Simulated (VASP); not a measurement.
Set up this calculation in VASP 6.6.1, as the native input.

```
Task                   : single point
Functional             : r2SCAN
Potentials or basis    : VASP PAW PBE potentials, release 64 (Na_pv, F)
Cutoff                 : 520 eV
k mesh                 : 10 × 10 × 10
Occupations            : gaussian, width 0.01 eV
Spin                   : no spin polarisation
Dipole correction      : no
Further INCAR settings : ALGO = Normal; EDIFF = 1e-07; NBANDS = 14
```

Crystal: NaF.

```
Na F
1.0
     2.71052    0.00000    0.00000
     0.00000    2.71052    0.00000
     0.00000    0.00000    2.79972
Na F
1 1
Direct
  0.00000 0.00000 0.00000
  0.50000 0.50000 0.50000
```

The cell was built by a generator and needn't be a form met in nature.

The cell isn't the ideal one: epitaxial_xy strain -3.0%.

The input as run:

POSCAR

```
NaF
1.0
    2.7105186889      0.0000000000      0.0000000000
    0.0000000000      2.7105186889      0.0000000000
    0.0000000000      0.0000000000      2.7997216886
Na F
1 1
Direct
    0.0000000000      0.0000000000      0.0000000000
    0.5000000000      0.5000000000      0.5000000000
```

INCAR.step1

```
SYSTEM = NaF
ALGO = Normal
EDIFF = 1E-4
ENCUT = 520
GGA = PE
ISMEAR = 0
LASPH = .True.
LCHARG = .False.
LREAL = .False.
LWAVE = .True.
NBANDS = 14
NELM = 100
PREC = Accurate
SIGMA = 0.01
```

INCAR.step2

```
SYSTEM = NaF
ALGO = Normal
EDIFF = 1E-7
ENCUT = 520
ISIF = 2
ISMEAR = 0
ISTART = 1
LASPH = .True.
LCHARG = .False.
LMIXTAU = .True.
LREAL = .False.
LWAVE = .False.
METAGGA = R2SCAN
NBANDS = 14
NELM = 100
PREC = Accurate
SIGMA = 0.01
```

KPOINTS

```
k-points
0
Gamma
  10 10 10
  0 0 0
```

Potentials or basis: VASP PAW PBE potentials, release 64 (Na_pv, F).

Command:

```console
$ cat potpaw_PBE.64/Na_pv/POTCAR potpaw_PBE.64/F/POTCAR > POTCAR
$ cp INCAR.step1 INCAR
$ mpirun -np 1 vasp_std > vasp.out
$ cp INCAR.step2 INCAR
$ mpirun -np 1 vasp_std > vasp.out
```

Results of the run:

```yaml
Pressure: 3.1 GPa
Band_gap_on_the_k_mesh: 7.46 eV, indirect (least direct gap 7.80 eV)
```

Caveat: the PAW data sets were made with another functional, which shifts forces and pressure a little.

Wall time 120 s on 1 thread of Intel(R) Xeon(R) Platinum 8375C CPU @ 2.90GHz (Ice Lake) (shared host), peak memory 0.15 GiB.
